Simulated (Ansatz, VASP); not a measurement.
**One calculation of Ru, two programs**

INCAR

```
SYSTEM = Ru
PREC = Accurate
ENCUT = 520
EDIFF = 1E-7
ISMEAR = -1
SIGMA = 0.1
LREAL = .False.
LASPH = .True.
NELM = 150
ALGO = Normal
ISIF = 2
LWAVE = .False.
LCHARG = .False.
LNONCOLLINEAR = .True.
MAGMOM = 0 0 0
LORBIT = 11
LSORBIT = .True.
GGA_COMPAT = .False.
LORBMOM = .True.
LMAXMIX = 4
GGA = PE
NBANDS = 25
```

Contents of KPOINTS:

```
Automatic mesh
0
Gamma
  14 14 14
  0 0 0
```

POSCAR

```
Ru
1.0
    0.0000000000      1.9061401940      1.9061401940
    1.9061401940      0.0000000000      1.9061401940
    1.9061401940      1.9061401940      0.0000000000
Ru
1
Direct
    0.0000000000      0.0000000000      0.0000000000
```

Input for Ansatz:

```yaml
crystal:
  lattice:
    - [0.0, 1.906140194, 1.906140194]
    - [1.906140194, 0.0, 1.906140194]
    - [1.906140194, 1.906140194, 0.0]
  atoms:
    - { symbol: Ru, position: [0.0, 0.0, 0.0] }
hamiltonian:
  xc: pbe
  pseudopotentials:
    kind: paw_fr
    azcp:
      Ru: "pseudopotentials/Ru.paw.azcp"
basis:
  ecutwfc: 420
  fft_grid_basis: typed
kpoints:
  mp_grid: { grid: [14, 14, 14], shift: [0, 0, 0] }
magnetization:
  noncollinear: true
  spin_orbit: true
scf:
  occupations: { method: fermi_dirac, width: 0.1 }
```

Alike in both runs: task single point; functional PBE; k mesh 14 × 14 × 14; occupations fermi-dirac, width 0.1 eV; non-collinear spin, spin-orbit coupling.

|  | VASP | Ansatz |
| --- | --- | --- |
| version | VASP 6.6.1 | Ansatz 0.2.0 |
| potentials or method | VASP PAW PBE potentials, release 64 (Ru_pv) | plane waves (420 eV) with PAW, fully relativistic with spin-orbit coupling |
| plane-wave cutoff (eV) | 520 | 420 |
| valence electrons in the cell | 14 | 16 |

```csv
,VASP,Ansatz,Ansatz less VASP
net moment per atom (μB),0.00,0.00,0.000
```

The two sets of potentials don't hold the same shells in valence.
